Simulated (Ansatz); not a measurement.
Space group Fm-3m (No. 225). a = 4.067 Å, b = 4.067 Å, c = 4.067 Å, α = 90.00°, β = 90.00°, γ = 90.00°
```
atom site symmetry x y z
  Li    4a m-3m  0.0000  0.0000  0.0000
   F    4b m-3m  0.5000  0.0000  0.0000
```

Equation of state of this LiF structure (not necessarily the ground state), with shape and atoms relaxed at each volume where symmetry leaves them free. All numbers below come from Ansatz, DFT PBE, scalar-relativistic, plane waves, PAW.

Settings: cutoff 420 eV, Γ-centred mesh 10×10×10 on the computed 2-atom cell, Gaussian smearing of 0.02 eV; no spin polarisation.

```tsv
V (Å³/atom)	E − E(largest V) (meV/atom)	P (GPa)	gap on mesh (eV)
7.905	1.58	4.79	9.39
8.157	-3.94	2.24	9.10
8.409	-5.61	0.04	8.84
8.661	-4.22	-1.83	8.59
8.914	0.00	-3.44	8.35
```

Task: Fit a third-order Birch–Murnaghan equation to E(V).

Result: V0 = 8.41 Å³/atom, B0 = 67 GPa, B0' = 4.4.